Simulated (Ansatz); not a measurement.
Runs of Ansatz 0.2.0 on Li. It takes space group Im-3m (No. 229, cubic). Conventional cell: a = 3.509 Å, b = 3.509 Å, c = 3.509 Å, α = 90.00°, β = 90.00°, γ = 90.00°. Li (site symmetry m-3m) has 8 Li at 3.04 Å as nearest neighbours. 

| task | level | potentials or basis | spin | cell | k mesh | cutoff (eV) | smearing | driver | points for each segment of the path | other keys | mesh quality | gap on the mesh (eV) | pressure (GPa) |
| --- | --- | --- | --- | --- | --- | --- | --- | --- | --- | --- | --- | --- | --- |
| density of states | BLYP+D3(BJ)-ATM | JTH PAW | off | as given | 11 × 11 × 11 | 1170 | fermi-dirac 0.05 eV | - | - | - | not flagged | none | -3.3 |
| projected density of states | LDA | JTH PAW LDA | off | cell strained at random at fixed volume | 8 × 8 × 8 | 1200 | fermi-dirac 0.15 eV | chain | - | - | not flagged | none | -1.5 |
| band structure | RPBE+D3(BJ) | Ansatz PAW accurate | non-collinear, program default start | volume scaled by 0.96 | 11 × 11 × 11 | 780 | fermi-dirac 0.01 eV | chain | 14 | - | not flagged | none | -8.0 |
| electrostatic potential | PBE0 | Ansatz PAW earlier set | off | as given | 8 × 8 × 8 | 780 | cold 0.15 eV | chain | - | - | not flagged | none | (a) |
| density of states | BLYP+D3(BJ)+ATM | JTH PAW | off | as given | 11 × 11 × 11 | 1170 | fermi-dirac 0.05 eV | chain | - | - | not flagged | none | -3.3 |
| electron localisation function | RPBE | JTH PAW | off | as given | 7 × 7 × 7 | 1170 | cold 0.05 eV | chain | - | hamiltonian.xc = rpbe | coarse | none | -0.3 |
| single point | B3LYP5 | Ansatz PAW | off | as given | 7 × 7 × 7 | 420 | gaussian 0.05 eV | chain | - | - | coarse | none | -0.8 |

**Question.** Estimate the missing entries.

**Answer.** (a) -0.4.

Caveats: some runs use coarse meshes; the potentials were made for another functional, which shifts forces and pressure (some runs); pairwise dispersion overbinds metals, which lowers pressure and volume (some runs); the thresholds are loose for stress (some runs); the PAW data sets were made with another functional, which shifts forces and pressure a little (some runs).

A gap of «none» marks a metal or a gap under the smearing width.

Runs at the PBE level aren't shown here.
